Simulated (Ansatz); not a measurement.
## CdF2: changing the functional

```xyz
3
Lattice="0.0000 2.6940 2.6940 2.6940 0.0000 2.6940 2.6940 2.6940 0.0000" Properties=species:S:1:pos:R:3 pbc="T T T"
Cd    0.0000    0.0000    0.0000
F     4.0410    4.0410    4.0410
F     1.3470    1.3470    1.3470
```

Kept alike: task equation of state; k mesh 9 × 9 × 9; occupations fermi-dirac, width 0.05 eV; no spin polarisation. Program: Ansatz, Ansatz PAW. Cutoffs run from 420 to 500 eV. The mesh is that of the run's cell of 3 atoms. No spin-orbit coupling.

| run | volume (Å³/atom) | bulk modulus (GPa) |
| --- | --- | --- |
| A | 13.038 | 112.9 |
| B | 12.384 | 125.1 |
| C | 13.006 | 107.9 |

Volume and modulus come from cells scaled at fixed shape and fractions. All rows use potentials made for PBE.

Question: The runs differ in the functional (and the cutoff that goes with it) alone: LDA; PBEsol; r2SCAN. Which run is which?

Answer: Run A is r2SCAN; run B is LDA; run C is PBEsol. The volume runs from 12.384 (LDA) to 13.038 Å³/atom (r2SCAN). The bulk modulus runs from 107.9 (PBEsol) to 125.1 GPa (LDA).
